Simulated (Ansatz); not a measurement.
KBr (Fm-3m), phonons: input and output

Level of theory: PBEsol, PAW on Ansatz 0.2.0's default frozen-core files (fitted under PBE), scalar-relativistic.

The cell comes from a PAW relaxation under the same functional.

Launched as:

```sh
ansatz run input.yaml --threads 1 --pin off --max-ram 3072MiB --backend cpu --events-out ev --progress --plain --runs-dir out
```

input.yaml:

```yaml
crystal:
  lattice:
    - [0.0, 3.27452852182, 3.27452852182]
    - [3.27452852182, 0.0, 3.27452852182]
    - [3.27452852182, 3.27452852182, 0.0]
  atoms:
    - { symbol: K, position: [0.0, 0.0, 0.0] }
    - { symbol: Br, position: [0.5, 0.5, 0.5] }
kpoints:
  mp_grid: { grid: [6, 6, 6] }
scf:
  occupations: { method: fixed }
hamiltonian:
  xc: pbesol
  pseudopotentials: { kind: paw }
phonons:
  method: dfpt
  dielectric: true
  rigid_motions: translations
```

The program printed:

```
Warning: RAYON_NUM_THREADS=1 ignored (pool sized by the plan → 1); use --threads N
Engine: ansatz 0.2.0, aarch64-unknown-linux-gnu
Pseudopotentials: kind: paw
Pseudopotential: K, paw, valence charge 9, recommended cutoff 420 eV (normal), K.paw.azcp
Pseudopotential: Br, paw, valence charge 7, recommended cutoff 420 eV (normal), Br.paw.azcp
Functional definition: PBEsol
  exchange = pbesol_x
  correlation = pbesol_c
Crystal: 2 atoms, lattice volume = 70.223 Å³
Basis set: ecut = 420 eV, 1363 PW (Γ), exchange–correlation on 64×64×64 points (8 copies of the dense FFT grid, shifted against one another)
Bands: 12, of which v1, the nominal top of the filled ones, is band 8 counted from 1 (7 counted from 0)
Symmetry: 48 space group operations
k-points: 30 of 216 (irreducible under 8 space group operations, time reversal used)
Non-local potential: K, projectors of the file, l = 0: 3, l = 1: 2, l = 2: 2
Non-local potential: Br, projectors of the file, l = 0: 2, l = 1: 2, l = 2: 2
PAW form: soft (Blöchl's): semilocal exchange-correlation on the pseudo side does not see the compensation charge
PAW frozen core: K, regenerated for the run's functional, and the local potential with it (the file was generated under x = pbe(κ = 0.804, μ = 0.2195149727645171), c = pbe(β = 0.06672455060314922))
PAW frozen core: Br, regenerated for the run's functional, and the local potential with it (the file was generated under x = pbe(κ = 0.804, μ = 0.2195149727645171), c = pbe(β = 0.06672455060314922))
PAW one-centre angular grid: K, 110 points (default); XC on 64 Gauss nodes
PAW one-centre angular grid: Br, 110 points (default); XC on 64 Gauss nodes
Initial density: superposition of atomic densities (neutral atoms: chi_scale 0, normalization atom), corrected by the library's trained network
Initial wavefunctions: pseudopotential atomic-orbital guess
Functional: x = pbesol(κ = 0.804, μ = 0.12345679012345678), c = pbesol(β = 0.046)
[... 29 lines left out ...]
Fermi energy:    1.138409 eV
--- Per-component energies (eV) ---
  E_band       = -131.396984
  E_kinetic    = 388.083848
  E_local      = -829.435558  (includes V_loc(G=0)·N_el)
  E_nonlocal   = 84.053327
  E_hartree    = 267.667667
  E_xc         = -395.801099
  E_vxc        = -268.502220  (∫ρ·V_xc dr)
  E_paw        = -2964.543874  (= ΣΔE_a)
  E_vpaw       = -40.931702  (= ΣTr[D̂ρ^β])
  E_aug_tail   = -0.000004  (compensation charges beyond the density's cutoff)
  E_ewald      = -806.208672
  E_core_change = 0.200155  (= ΣΔE_core)
  E_smearing   = -0.000000  (= −TS)
  E_closure    = 0.000000  (closes the sum)
  Σ components = -4255.984209   (vs F -4255.984209, Δ=0.00e0)
  k mesh reduced under 8 symmetry operations, with k and −k counted as one. Each operation leaves every solved perturbation unchanged. A smaller set is not considered because the run solves the response to a homogeneous field
  ASR residual: 1.379e-4 → 0.000e0 eV/Å²; symmetrization residual: 1.907e-6 eV/Å²
  ASR residual per site (eV/Å²): 3.80e-5 1.38e-4
  Γ frequencies (cm⁻¹): 0.00 0.00 0.00 111.75 111.75 111.75
  ε∞ (high-frequency dielectric tensor):
        2.617660     0.000000    -0.000000
        0.000000     2.617660    -0.000000
       -0.000000    -0.000000     2.617660
  ε⁰ (static dielectric tensor: ions relaxed, cell fixed):
        5.311411     0.000000     0.000000
        0.000000     5.311411    -0.000000
        0.000000    -0.000000     5.311411
  ε⁰ − ε∞ (ionic part):
        2.693751     0.000000     0.000000
        0.000000     2.693751    -0.000000
        0.000000    -0.000000     2.693751
  softest optical mode at Γ: 111.75 cm⁻¹; the repairs (sum rule, projections) moved no ω² at Γ by more than (0.74 cm⁻¹)²
  Born effective charges Z* (e; rows j = field, columns β = displacement):
    site 0:
         1.12264    0.00000    0.00000
         0.00000    1.12264    0.00000
         0.00000    0.00000    1.12264
    site 1:
        -1.12264   -0.00000   -0.00000
        -0.00000   -1.12264   -0.00000
        -0.00000   -0.00000   -1.12264
  Z* charge neutrality: 4.754e-4 e pre-enforcement
  solved inside a basis spanned on kpoints, on 6×6×6 k-points, its susceptibility summed on 10×10×10: ε∞ is read to err by 5.4e-3, Z* by 9.7e-3 e (field_mesh: kpoints solves on kpoints); Z* is corrected for what the basis lacks
  optical modes at Γ without the LO–TO term, one row a degenerate level:
      ω (cm⁻¹)  modes    IR ((D/Å)²/amu)
        111.75      3             3.3227
  optical modes at Γ + LO–TO along q̂ = [1.0000, 0.0000, 0.0000]:
      ω (cm⁻¹)  modes    IR ((D/Å)²/amu)
        111.75      2             2.2151
        159.18      1             1.1076
  optical modes at Γ + LO–TO along q̂ = [0.0000, 1.0000, 0.0000]:
      ω (cm⁻¹)  modes    IR ((D/Å)²/amu)
        111.75      2             2.2151
        159.18      1             1.1076
  optical modes at Γ + LO–TO along q̂ = [0.0000, 0.0000, 1.0000]:
      ω (cm⁻¹)  modes    IR ((D/Å)²/amu)
        111.75      2             2.2151
        159.18      1             1.1076
```

The calculation finished and met its thresholds.

**Field response**

Linear response of an insulating crystal by Kohn-Sham DFT to a field and to zone-centre displacements, local fields included; Born charges neutralised; LO modes for wave vectors along x and z; Cartesian axes as in the input.

```json
{"Dielectric electronic (x, y, z)": "2.618, 2.618, 2.618", "Dielectric static (x, y, z)": "5.311, 5.311, 5.311", "Highest phonon with field along x": "159.2 cm⁻¹", "Highest phonon with field along z": "159.2 cm⁻¹", "Highest phonon without field": "111.8 cm⁻¹"}
```

```tsv
atom	born charge xx (e)	born charge yy (e)	born charge zz (e)
K1	1.123	1.123	1.123
Br2	-1.123	-1.123	-1.123
```

### Zone-centre phonons

Harmonic phonons of a crystal by Kohn-Sham DFT at the given cell, standard atomic masses, acoustic sum rule imposed; negative wavenumbers are unstable modes; optical zone-centre levels upwards with Mulliken labels, activity, and the element with most of the kinetic energy.

* Point group: m-3m

```
number  phonon wavenumber (cm⁻¹)  label  infrared  raman  lead element
     1                     111.8    T1u       yes     no             K
```

Caveats: frozen-core PAW files fitted under PBE, their cores solved anew for the functional of the run; zone-boundary modes aren't tested; no LO-TO term at the zone centre.

Time and hardware: 25 s on 1 thread of Arm Neoverse V2, on a shared host, peak memory 0.42 GiB.
